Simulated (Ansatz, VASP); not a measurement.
# LiF: VASP beside Ansatz

The input INCAR:

```
PREC = Accurate
ENCUT = 520
EDIFF = 1E-7
ISMEAR = 0
SIGMA = 0.05
LREAL = F
LASPH = T
NELM = 100
ALGO = Normal
ISIF = 2
LWAVE = F
LCHARG = T
GGA = PS
LELF = T
LVHAR = T
NBANDS = 18
```

KPOINTS

```
Automatic mesh
0
Gamma
  9 9 6
```

The input POSCAR:

```
LiF
1.0
    3.0609398175      0.0000000000      0.0000000000
   -1.5304699087      2.6508516414      0.0000000000
    0.0000000000      0.0000000000      4.8073245700
Li F
2 2
Direct
    0.3333333333      0.6666666667      0.3811542600
    0.6666666667      0.3333333333      0.8811542600
    0.3333333333      0.6666666667      1.0562485133
    0.6666666667      0.3333333333      0.5562485133
```

Input for Ansatz:

```yaml
crystal:
  lattice:
    - [3.0609398175, 0.0, 0.0]
    - [-1.5304699087, 2.6508516414, 0.0]
    - [0.0, 0.0, 4.80732457]
  atoms:
    - { symbol: Li, position: [0.3333333333, 0.6666666667, 0.38115426] }
    - { symbol: Li, position: [0.6666666667, 0.3333333333, 0.88115426] }
    - { symbol: F, position: [0.3333333333, 0.6666666667, 1.0562485133] }
    - { symbol: F, position: [0.6666666667, 0.3333333333, 0.5562485133] }
basis:
  ecutwfc: 420
kpoints:
  mp_grid: { grid: [9, 9, 6] }
hamiltonian:
  xc: pbesol
scf:
  occupations: { method: gaussian, width: 0.05 }
output:
  forces: true
  stress: true
  eigenvalues: true
```

Change from the starting cell: all F atoms moved +0.300 Å, as atom 3 along Cartesian [0 0 1].

Alike in both runs: task single point; functional PBEsol; k mesh 9 × 9 × 6; occupations gaussian, width 0.05 eV; no spin polarisation.

|  | VASP | Ansatz |
| --- | --- | --- |
| version | VASP 6.6.1 | Ansatz 0.2.0 |
| potentials or method | VASP PAW PBE potentials, release 64 (Li_sv, F) | scalar-relativistic, plane waves, PAW |
| plane-wave cutoff (eV) | 520 | 420 |
| valence electrons in the cell | 20 | 20 |

|  | VASP | Ansatz | Ansatz less VASP |
| --- | --- | --- | --- |
| gap on the k mesh at the Fermi level (eV) | 7.66 | 7.67 | +0.013 |
| least direct gap on the mesh (eV) | 7.66 | 7.67 | +0.013 |
| rms of the force components (eV/Å) | 1.516 | 1.433 | -0.0831 |

Atom by atom the forces differ by 0.083 eV/Å (rms over components). The functional is the same, so the differences come from potentials, cutoffs and numerics.

Caveats: the PAW data sets were made with another functional, which shifts forces and pressure a little (VASP); an odd mesh through Γ misses points on the zone boundary, where band edges often lie.
